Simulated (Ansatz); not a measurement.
## Eu in Ansatz: the effect of functional

Crystal: Eu.

```
CELL_PARAMETERS angstrom
-2.27187 2.27187 2.27187
2.27187 -2.27187 2.27187
2.27187 2.27187 -2.27187
ATOMIC_POSITIONS crystal
Eu 0.00000 0.00000 0.00000
```

The cell isn't the ideal one: volume scaled by 0.96.

Alike in all runs:

| Quantity | Value |
| --- | --- |
| Program | Ansatz 0.2.0 |
| Task | single point |
| Potentials or basis | Ansatz PAW |
| k mesh | 8 × 8 × 8 |
| Occupations | fermi-dirac, width 0.05 eV |
| Spin | collinear spin, ferromagnetic start |
| Starting moments | [7.0] μB |

```csv
functional,cutoff,pressure (GPa),moment (μB)
LDA,420 eV (not typed: the program's choice for these potentials),?,?
r2SCAN,500 eV (not typed: the program's choice for these potentials),-0.8,7.77
PBE,420 eV (not typed: the program's choice for these potentials),-1.2,7.33
```

Question: What does the run with functional LDA give?

Answer: Pressure -3.4 GPa; moment 7.26 μB.

Caveats: the PAW data sets come from PBE, with cores solved anew for the run's functional, which leaves a small shift of forces and pressure (some runs); the magnetic or orbital state may not be the lowest (some runs).
